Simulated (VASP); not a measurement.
Wanted: an ASE script for a VASP 6.6.1 run.

* Task: single point
* Functional: revPBE
* Potentials or basis: VASP PAW PBE potentials, release 64 (K_sv, Mg, F)
* Cutoff: 520 eV
* k mesh: 7 × 7 × 7
* Occupations: gaussian, width 0.05 eV
* Spin: no spin polarisation
* Further INCAR settings: ALGO = Fast; EDIFF = 1.00e-06; NBANDS = 24

The system is KMgF3.

```
K Mg F
1.0
     3.98590    0.00000    0.00000
     0.00000    3.98590    0.00000
     0.00000    0.00000    3.98590
K Mg F
1 1 3
Direct
  0.50000 0.50000 0.50000
  0.00000 0.00000 0.00000
  0.00000 0.00000 0.50000
  0.50000 0.00000 0.00000
  0.00000 0.50000 0.00000
```

These files were run (other wordings do the same):

run.py

```python
from ase.calculators.vasp import Vasp
from ase.dft.bandgap import bandgap
from ase.spacegroup import crystal

atoms = crystal(
    ['K', 'Mg', 'F'],
    basis=[[0.5, 0.5, 0.5], [0.0, 0.0, 0.0], [0.0, 0.0, 0.5]],
    spacegroup=221,
    setting=1,
    cellpar=[3.9859, 3.9859, 3.9859, 90.0, 90.0, 90.0],
    primitive_cell=True,
)
calc = Vasp(
    directory='calc',
    xc='revpbe',
    pp='PBE',
    setups='recommended',
    prec='Accurate',
    encut=520,
    ediff=1e-06,
    ismear=0,
    sigma=0.05,
    lreal=False,
    lasph=True,
    nelm=80,
    algo='Fast',
    isif=2,
    lwave=False,
    lcharg=True,
    lelf=True,
    lvhar=True,
    kpts=[7, 7, 7],
    gamma=True,
    nbands=24,
)
atoms.calc = calc

print('energy (eV):', atoms.get_potential_energy())
print('free energy (eV):', atoms.get_potential_energy(force_consistent=True))
print('forces (eV/A):')
print(atoms.get_forces())
print('stress (eV/A^3, Voigt):', atoms.get_stress())
print('Fermi level (eV):', calc.get_fermi_level())
gap, top, bottom = bandgap(calc)
print('band gap (eV):', gap, 'from (spin, k, band)', top, 'to', bottom)
```

Potentials or basis: VASP PAW PBE potentials, release 64 (K_sv, Mg, F).

Command:

```console
$ python run.py
```

It gave:

```yaml
Pressure: 6.7 GPa
Band_gap_on_the_k_mesh: 7.58 eV, indirect (least direct gap 7.87 eV)
```

Caveat: the PAW data sets were made with another functional, which shifts forces and pressure a little; an odd mesh through Γ misses points on the zone boundary, where band edges often lie.

Run time: 18 s on 1 thread of Intel(R) Xeon(R) 6975P-C (Granite Rapids) (shared host), peak memory 0.18 GiB.
